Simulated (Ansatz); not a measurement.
**Structure relaxation of RuS2**

The calculation used Ansatz, DFT PBE, scalar-relativistic, plane waves, PAW. Cutoff 420 eV, Γ-centred k mesh, Gaussian smearing, no spin polarisation in the final step.

The start puts RuS2 on the 2H molybdenite structure type (P6_3/mmc, No. 194), with Ru in place of Mo, at a guessed volume.

```yaml
crystal:
  lattice:
    - [2.95134, 0.00000, 0.00000]
    - [-1.47567, 2.55594, 0.00000]
    - [0.00000, 0.00000, 11.47951]
  atoms:
    - { symbol: Ru, position: [0.33333, 0.66667, 0.25000] }
    - { symbol: Ru, position: [0.66667, 0.33333, 0.75000] }
    - { symbol: S, position: [0.33333, 0.66667, 0.62750] }
    - { symbol: S, position: [0.66667, 0.33333, 0.12750] }
    - { symbol: S, position: [0.33333, 0.66667, 0.87250] }
    - { symbol: S, position: [0.66667, 0.33333, 0.37250] }
```

Steps on the 6×6×2 mesh (6 atoms). 8 of 8 steps are shown, and the free energy counts from the last. Trial steps that were taken back and renewals of the plane-wave basis can be among the rows.

```
step  ΔF (meV/atom) V (Å³/atom) P (GPa) largest force component (eV/Å)
   1          583.6        14.43    54.06                           4.313
   2          130.1        16.13    17.32                           0.931
   3           18.9        17.91     5.10                           0.320
   4            6.3        18.46     0.64                           0.089
   5            5.9        18.64     0.20                           0.028
   6            0.6        18.64     0.75                           0.027
   7            0.0        18.95     0.10                           0.008
   8            0.0        18.95     0.09                           0.008
```

A final relaxation ran on a 12×12×4 mesh. The relaxed crystal, P6_3/mmc (No. 194):

Space group P6_3/mmc (No. 194). a = 3.327 Å, b = 3.327 Å, c = 12.199 Å, α = 90.00°, β = 90.00°, γ = 120.00°
```tsv
atom	site	symmetry	x	y	z
Ru	2c	-6m2	0.3333	0.6667	0.2500
S	4f	3m.	0.3333	0.6667	0.6348
```

```json
{
 "Volume per atom": "19.5 Å³",
 "Density": "4.7 g/cm³",
 "Energy over the elements": "-0.13 eV/atom",
 "Gap on the 12×12×4 mesh": "0 eV (a metal)"
}
```

Energies over the elements count from the elements' standard structures at the same level, with no empirical corrections.

The final run used a 12×12×4 mesh on its 6-atom cell and 0.10 eV smearing. The k mesh leaves about 4 meV/atom of noise in metals. Weakly bound directions are ill-defined at this level, which has no dispersion term.

Symmetry constrained the relaxation, so the result can be a saddle point.

Cost: 3 runs of about 2.7 core-minutes in all, on Intel Xeon Platinum 8259CL (Skylake/Cascade Lake) (shared hosts).